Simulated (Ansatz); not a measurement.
Te2Mo:

```
Te Mo
1.0
     6.33000    0.00000    0.00000
     0.00000    3.46900    0.00000
    -0.94679    0.00000   13.82762
Te Mo
8 4
Direct
  0.94370 0.75000 0.60450
  0.05630 0.25000 0.39550
  0.90300 0.25000 0.85140
  0.09700 0.75000 0.14860
  0.41120 0.75000 0.89550
  0.58880 0.25000 0.10450
  0.44320 0.25000 0.64840
  0.55680 0.75000 0.35160
  0.81670 0.75000 0.99260
  0.18330 0.25000 0.00740
  0.68190 0.25000 0.49340
  0.31810 0.75000 0.50660
```

* Program: Ansatz 0.2.0
* Task: relaxation of cell and atoms
* Functional: PBE
* Dispersion: D4
* Potentials or basis: Ansatz PAW
* Cutoff: 420 eV (not typed: the program's choice for these potentials)
* k mesh: 4 × 8 × 2
* Occupations: fermi-dirac, width 0.05 eV
* Spin: no spin polarisation

At the start: volume 25.30 Å³/atom.

Q: Where does the relaxation end?

A: It ends after 7 steps and the volume is 24.39 Å³/atom (-3.6 %); space group P2_1/m (No. 11, to 0.05 Å).

The path:
| step | energy change (eV) | largest force (eV/Å) | volume (Å³) |
| --- | --- | --- | --- |
| 1 | 0.0000 | 0.1712 | 303.64 |
| 2 | -0.0348 | 0.1892 | 298.08 |
| 3 | -0.0488 | 0.1415 | 295.80 |
| 4 | -0.0602 | 0.1560 | 293.27 |
| 5 | -0.0645 | 0.0445 | 292.76 |
| 6 | -0.0648 | 0.0061 | 292.73 |
| 7 | -0.0626 | 0.0060 | 292.73 |

Final structure:
```yaml
crystal:
  lattice:
    - [6.33951, 0.00000, 0.02757]
    - [0.00000, 3.47597, 0.00000]
    - [-0.88800, 0.00000, 13.28045]
  atoms:
    - { symbol: Te, position: [0.94393, 0.75000, 0.60673] }
    - { symbol: Te, position: [0.05607, 0.25000, 0.39327] }
    - { symbol: Te, position: [0.90569, 0.25000, 0.84503] }
    - { symbol: Te, position: [0.09431, 0.75000, 0.15497] }
    - { symbol: Te, position: [0.41371, 0.75000, 0.89366] }
    - { symbol: Te, position: [0.58629, 0.25000, 0.10634] }
    - { symbol: Te, position: [0.43970, 0.25000, 0.65445] }
    - { symbol: Te, position: [0.56030, 0.75000, 0.34555] }
    - { symbol: Mo, position: [0.81777, 0.75000, 0.99232] }
    - { symbol: Mo, position: [0.18223, 0.25000, 0.00768] }
    - { symbol: Mo, position: [0.68021, 0.25000, 0.49368] }
    - { symbol: Mo, position: [0.31979, 0.75000, 0.50632] }
```

Caveat: the plane-wave basis is chosen anew once the cell has moved, so the energies of steps on either side of that aren't comparable.
